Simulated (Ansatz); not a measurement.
## CuO under changes of volume

One of the cells (12.605 Å³/atom); the others are scaled copies at fixed shape and fractional positions:

```xyz
4
Lattice="3.2880 0.0000 0.0000 -1.6440 2.8475 0.0000 0.0000 0.0000 5.3850" Properties=species:S:1:pos:R:3 pbc="T T T"
Cu    1.6440    0.9492    0.0000
Cu    0.0000    1.8983    2.6925
O     1.6440    0.9492    3.3667
O     0.0000    1.8983    0.6742
```

Measurements of this composition are mostly on another form, of space group No. 15.

| Item | Value |
| --- | --- |
| Program | Ansatz 0.2.0 |
| Functional | PBEsol |
| Potentials or basis | Ansatz PAW |
| Cutoff | 420 eV (not typed: the program's choice for these potentials) |
| k mesh | 9 × 9 × 5 |
| Occupations | fermi-dirac, width 0.05 eV |
| Spin | no spin polarisation |

```csv
volume (Å³/atom),energy over the lowest point (meV/atom),pressure (GPa),largest force (eV/Å)
11.848,0.00,-9.2,0.098
12.100,16.46,-11.5,0.089
12.352,36.23,-13.4,0.079
12.605,58.84,-15.1,0.071
12.857,84.02,-16.6,0.063
13.109,111.42,-18.0,0.056
13.361,?,?,?
```

What does the run at 13.361 Å³/atom give?

Energy over the lowest point 140.70 meV/atom; pressure -19.1 GPa; largest force 0.049 eV/Å.

Worked out: A Birch-Murnaghan fit of order 3 (a polynomial in V^(-2/3)) to the other rows has no minimum within the range. It gives 140.85 meV/atom at 13.361 Å³/atom, against the run's 140.70, and -dE/dV = -19.3 GPa, against -19.1.

Energies are extrapolated to zero smearing.

Caveats: the run has no spin polarisation, though such a crystal can be magnetic; the PAW data sets come from PBE, with cores solved anew for the run's functional, which leaves a small shift of forces and pressure.
